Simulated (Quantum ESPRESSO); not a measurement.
Set up this calculation in Quantum ESPRESSO 7.5, as the native input.

```
Task                        : band structure
Functional                  : LDA
Potentials or basis         : PseudoDojo 0.4.1 SR LDA standard
Cutoff                      : 789 eV
Density cutoff              : 3157 eV
k mesh                      : 11 × 11 × 11
Occupations                 : fermi-dirac, width 0.05 eV
Spin                        : no spin polarisation
Form of the LDA correlation : PW92
Mixing beta                 : 0.5
Most SCF iterations         : 120
SCF threshold               : 2e-10 Ry
```

Ta:

```
CELL_PARAMETERS angstrom
-1.65128 1.65128 1.65128
1.65128 -1.65128 1.65128
1.65128 1.65128 -1.65128
ATOMIC_POSITIONS crystal
Ta 0.00000 0.00000 0.00000
```

The input as run:

pw.in

```
&CONTROL
  calculation = 'scf'
  prefix = 'pwscf'
  outdir = './tmp'
  pseudo_dir = './pseudo'
  tprnfor = .true.
  tstress = .true.
  disk_io = 'low'
/
&SYSTEM
  ibrav = 0
  nat = 1
  ntyp = 1
  ecutwfc = 58
  nbnd = 12
  occupations = 'smearing'
  smearing = 'fd'
  degauss = 0.00367493
/
&ELECTRONS
  conv_thr = 2d-10
  electron_maxstep = 120
  mixing_beta = 0.5
/
ATOMIC_SPECIES
Ta   180.9479 Ta.upf
CELL_PARAMETERS bohr
  -3.1204669551    3.1204669551    3.1204669551
   3.1204669551   -3.1204669551    3.1204669551
   3.1204669551    3.1204669551   -3.1204669551
ATOMIC_POSITIONS bohr
Ta     0.0000000000    0.0000000000    0.0000000000
K_POINTS automatic
11 11 11 0 0 0
```

bands.in

```
&CONTROL
  calculation = 'bands'
  prefix = 'pwscf'
  outdir = './tmp'
  pseudo_dir = './pseudo'
  disk_io = 'low'
  verbosity = 'high'
/
&SYSTEM
  ibrav = 0
  nat = 1
  ntyp = 1
  ecutwfc = 58
  nbnd = 12
  occupations = 'smearing'
  smearing = 'fd'
  degauss = 0.00367493
/
&ELECTRONS
  conv_thr = 1d-08
  electron_maxstep = 120
  mixing_beta = 0.5
  diago_full_acc = .true.
/
ATOMIC_SPECIES
Ta   180.9479 Ta.upf
CELL_PARAMETERS bohr
  -3.1204669551    3.1204669551    3.1204669551
   3.1204669551   -3.1204669551    3.1204669551
   3.1204669551    3.1204669551   -3.1204669551
ATOMIC_POSITIONS bohr
Ta     0.0000000000    0.0000000000    0.0000000000
K_POINTS crystal
60
 0.0000000000  0.0000000000  0.0000000000 1
 0.0416666667 -0.0416666667  0.0416666667 1
 0.0833333333 -0.0833333333  0.0833333333 1
 0.1250000000 -0.1250000000  0.1250000000 1
 0.1666666667 -0.1666666667  0.1666666667 1
 0.2083333333 -0.2083333333  0.2083333333 1
 0.2500000000 -0.2500000000  0.2500000000 1
 0.2916666667 -0.2916666667  0.2916666667 1
 0.3333333333 -0.3333333333  0.3333333333 1
 0.3750000000 -0.3750000000  0.3750000000 1
 0.4166666667 -0.4166666667  0.4166666667 1
 0.4583333333 -0.4583333333  0.4583333333 1
 0.5000000000 -0.5000000000  0.5000000000 1
 0.4375000000 -0.4375000000  0.5000000000 1
 0.3750000000 -0.3750000000  0.5000000000 1
 0.3125000000 -0.3125000000  0.5000000000 1
 0.2500000000 -0.2500000000  0.5000000000 1
 0.1875000000 -0.1875000000  0.5000000000 1
 0.1250000000 -0.1250000000  0.5000000000 1
 0.0625000000 -0.0625000000  0.5000000000 1
 0.0000000000  0.0000000000  0.5000000000 1
 0.0000000000  0.0000000000  0.4444444444 1
 0.0000000000  0.0000000000  0.3888888889 1
 0.0000000000  0.0000000000  0.3333333333 1
 0.0000000000  0.0000000000  0.2777777778 1
 0.0000000000  0.0000000000  0.2222222222 1
 0.0000000000  0.0000000000  0.1666666667 1
 0.0000000000  0.0000000000  0.1111111111 1
 0.0000000000  0.0000000000  0.0555555556 1
 0.0000000000  0.0000000000  0.0000000000 1
 0.0227272727  0.0227272727  0.0227272727 1
 0.0454545455  0.0454545455  0.0454545455 1
 0.0681818182  0.0681818182  0.0681818182 1
 0.0909090909  0.0909090909  0.0909090909 1
 0.1136363636  0.1136363636  0.1136363636 1
 0.1363636364  0.1363636364  0.1363636364 1
 0.1590909091  0.1590909091  0.1590909091 1
 0.1818181818  0.1818181818  0.1818181818 1
 0.2045454545  0.2045454545  0.2045454545 1
 0.2272727273  0.2272727273  0.2272727273 1
 0.2500000000  0.2500000000  0.2500000000 1
 0.2708333333  0.1875000000  0.2708333333 1
 0.2916666667  0.1250000000  0.2916666667 1
 0.3125000000  0.0625000000  0.3125000000 1
 0.3333333333  0.0000000000  0.3333333333 1
 0.3541666667 -0.0625000000  0.3541666667 1
 0.3750000000 -0.1250000000  0.3750000000 1
 0.3958333333 -0.1875000000  0.3958333333 1
 0.4166666667 -0.2500000000  0.4166666667 1
 0.4375000000 -0.3125000000  0.4375000000 1
 0.4583333333 -0.3750000000  0.4583333333 1
 0.4791666667 -0.4375000000  0.4791666667 1
 0.5000000000 -0.5000000000  0.5000000000 1
 0.2500000000  0.2500000000  0.2500000000 1
 0.2083333333  0.2083333333  0.2916666667 1
 0.1666666667  0.1666666667  0.3333333333 1
 0.1250000000  0.1250000000  0.3750000000 1
 0.0833333333  0.0833333333  0.4166666667 1
 0.0416666667  0.0416666667  0.4583333333 1
 0.0000000000  0.0000000000  0.5000000000 1
```

Potentials or basis: PseudoDojo 0.4.1 SR LDA standard.

The run is started by

```console
$ OMP_NUM_THREADS=1 pw.x -in pw.in > pw.out
$ OMP_NUM_THREADS=1 pw.x -in bands.in > bands.out
```

It gave:

```yaml
Pressure: -10.7 GPa
Band_gap_on_the_k_mesh: none (metal or under the smearing width)
```

Caveat: spin-orbit coupling is left out, which moves the levels of the heavy elements.

Wall time 13 s on 1 thread of Arm Neoverse V1, on a shared host, peak memory 0.09 GiB.
